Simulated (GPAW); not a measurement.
Crystal: FeO (Wuestite).

```
CELL_PARAMETERS angstrom
1.51882 0.87689 2.51958
-1.51882 0.87689 2.51958
0.00000 -1.75378 2.51958
ATOMIC_POSITIONS crystal
Fe 0.00000 0.00000 0.00000
O 0.50000 0.50000 0.50000
```

Base run:

| Item | Value |
| --- | --- |
| Program | GPAW 26.7.0 |
| Functional | r2SCAN |
| Potentials or basis | GPAW PAW data sets (gpaw-data 1.2.1) |
| Cutoff | 650 eV |
| Basis | pw |
| k mesh | 9 × 9 × 9 |
| Occupations | fermi-dirac, width 0.05 eV |
| Spin | collinear spin, ferromagnetic start |
| Starting moments | [4.0, 0.0] μB |

Its results: band gap on the k mesh none (metal or under the smearing width); pressure -7.8 GPa; net moment 4.00 μB per cell; site moments Fe +3.61; O +0.22 μB.

The run is repeated on the same cell with these changes: functional from r2SCAN to PBE. What comes out?

Band gap on the k mesh none (metal or under the smearing width); pressure -2.3 GPa; net moment 4.00 μB per cell; site moments Fe +3.55; O +0.24 μB.

Caveats: the cutoff is short for stress and forces, so pressures can be off by a GPa or more; a cell with one magnetic atom can't hold antiferromagnetic order, which such compounds often take; semilocal functionals often make such compounds metallic where correlation or magnetic order opens a gap, which also shifts bond lengths; the PAW data sets were made with another functional, which shifts forces and pressure a little (some runs).
